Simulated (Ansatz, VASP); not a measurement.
## Two plane-wave programs on Ru

```
CELL_PARAMETERS angstrom
-1.52657 1.52657 1.52657
1.52657 -1.52657 1.52657
1.52657 1.52657 -1.52657
ATOMIC_POSITIONS crystal
Ru 0.00000 0.00000 0.00000
```

Alike in both runs: functional PBE; k mesh 15 × 15 × 15; occupations fermi-dirac, width 0.05 eV; collinear spin.

Ansatz relaxed the structure, and its values are those at the end. VASP's run is a single point on that final structure, the one shown.

```csv
,VASP,Ansatz
version,VASP 6.6.1,Ansatz 0.2.0
potentials or method,"VASP PAW PBE potentials, release 64 (Ru_pv)","plane waves (420 eV) with PAW, scalar-relativistic"
plane-wave cutoff (eV),520,420
valence electrons in the cell,14,16
```

```tsv
	VASP	Ansatz	Ansatz less VASP
pressure (GPa)	-0.1	0.0	+0.12
net moment per atom (μB)	0.00	0.00	-0.002
```

The two sets of potentials don't hold the same shells in valence. Ansatz warned: «seeded_moment_not_kept».
